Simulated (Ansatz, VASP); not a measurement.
**Two plane-wave programs on FeSi**

```xyz
8
Lattice="4.5507 0.0000 0.0000 0.0000 4.5507 0.0000 0.0000 0.0000 4.5507" Properties=species:S:1:pos:R:3 pbc="T T T"
Fe    3.9294    2.8966    1.6541
Fe    2.8966    1.6541    3.9294
Fe    1.6541    3.9294    2.8966
Fe    0.6213    0.6213    0.6213
Si    0.7172    1.5582    2.9925
Si    1.5582    2.9925    0.7172
Si    2.9925    0.7172    1.5582
Si    3.8335    3.8335    3.8335
```

Alike in both runs: task single point; functional PBEsol; k mesh 6 × 6 × 6; occupations fermi-dirac, width 0.05 eV; collinear spin, ferromagnetic start.

|  | VASP | Ansatz |
| --- | --- | --- |
| version | VASP 6.6.1 | Ansatz 0.2.0 |
| potentials or method | VASP PAW PBE potentials, release 64 (Fe, Si) | Ansatz PAW |
| plane-wave cutoff (eV) | 520 | 420 |
| valence electrons in the cell | 48 | 80 |

Ansatz gave:

```
gap on the k mesh at the Fermi level (eV)                     : none
pressure (GPa)                                                : -16.8
rms of the force components (eV/Å)                            : 0.039
net moment per atom (μB)                                      : 0.45
size of the moment on the site where the two differ most (μB) : 0.98
```

Which values does VASP return?

gap on the k mesh at the Fermi level (eV): none; pressure (GPa): -16.5; rms of the force components (eV/Å): 0.031; net moment per atom (μB): 0.45; size of the moment on the site where the two differ most (μB): 0.98.

Site moments also hang on the region over which each program counts them. Atom by atom the forces differ by 0.011 eV/Å (rms over components). A gap of «none» marks a metal or a gap that the smearing closes. The two sets of potentials don't hold the same shells in valence.

Caveats: so large a pressure means that the cell lies far from this level's equilibrium, or that cutoff or potentials fall short; the potentials were made for another functional, which shifts forces and pressure (VASP); the PAW data sets come from PBE, with cores solved anew for the run's functional, which leaves a small shift of forces and pressure (Ansatz).
